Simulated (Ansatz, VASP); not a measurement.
# One calculation of Mo, two programs

```xyz
1
Lattice="-1.6585 1.6585 1.4097 1.6585 -1.6585 1.4097 1.6585 1.6585 -1.4097" Properties=species:S:1:pos:R:3 pbc="T T T"
Mo    0.0000    0.0000    0.0000
```

Alike in both runs: task single point; functional PBEsol; k mesh 24 × 24 × 24; occupations gaussian, width 0.15 eV; no spin polarisation.

|  | VASP | Ansatz |
| --- | --- | --- |
| version | VASP 6.6.1 | Ansatz 0.2.0 |
| potentials or method | VASP PAW PBE potentials, release 64 (Mo_sv) | scalar-relativistic, plane waves, PAW |
| plane-wave cutoff (eV) | 520 | 420 |
| valence electrons in the cell | 14 | 14 |

Ansatz gave:

```
gap on the k mesh at the Fermi level (eV)       : none
pressure (GPa)                                  : -0.1
largest component of the traceless stress (GPa) : 23.75
```

Q: Estimate VASP's values.

A: gap on the k mesh at the Fermi level (eV): none; pressure (GPa): 0.4; largest component of the traceless stress (GPa): 23.76.

A gap of «none» marks a metal or a gap that the smearing closes.

Caveats: the PAW data sets were made with another functional, which shifts forces and pressure a little (VASP).
